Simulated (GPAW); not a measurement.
Crystal: NiO.

```
Ni O
1.0
     0.00000    2.08590    2.08590
     2.08590    0.00000    2.08590
     2.08590    2.08590    0.00000
Ni O
1 1
Direct
  0.00000 0.00000 0.00000
  0.50000 0.50000 0.50000
```

Base run:

| Quantity | Value |
| --- | --- |
| Program | GPAW 26.7.0 |
| Functional | PBE |
| Potentials or basis | GPAW PAW data sets (gpaw-data 1.2.1) |
| Cutoff | 650 eV |
| Basis | pw |
| k mesh | 9 × 9 × 9 |
| Occupations | fermi-dirac, width 0.01 eV |
| Spin | collinear spin, ferromagnetic start |
| Starting moments | [1.0, 0.0] μB |

Its results: band gap on the k mesh none (metal or under the smearing width); pressure 7.3 GPa; net moment 1.73 μB per cell; site moments Ni +1.44; O +0.20 μB.

Task: The run is repeated on the same cell with these changes: cutoff from 650 eV to 600 eV; hubbard terms from none to Ni d U = 2 eV. What comes out?

Result: Band gap on the k mesh 0.53 eV, indirect (least direct gap 1.36 eV); pressure 8.4 GPa; net moment 2.00 μB per cell; site moments Ni +1.70; O +0.21 μB.

Caveats: the cutoff is short for stress and forces, so pressures can be off by a GPa or more; the stock nickel data set gives pressures a few GPa off other programs; a cell with one magnetic atom can't hold antiferromagnetic order, which such compounds often take; semilocal functionals often make such compounds metallic where correlation or magnetic order opens a gap, which also shifts bond lengths (some runs); an odd mesh through Γ misses points on the zone boundary, where band edges often lie (some runs).
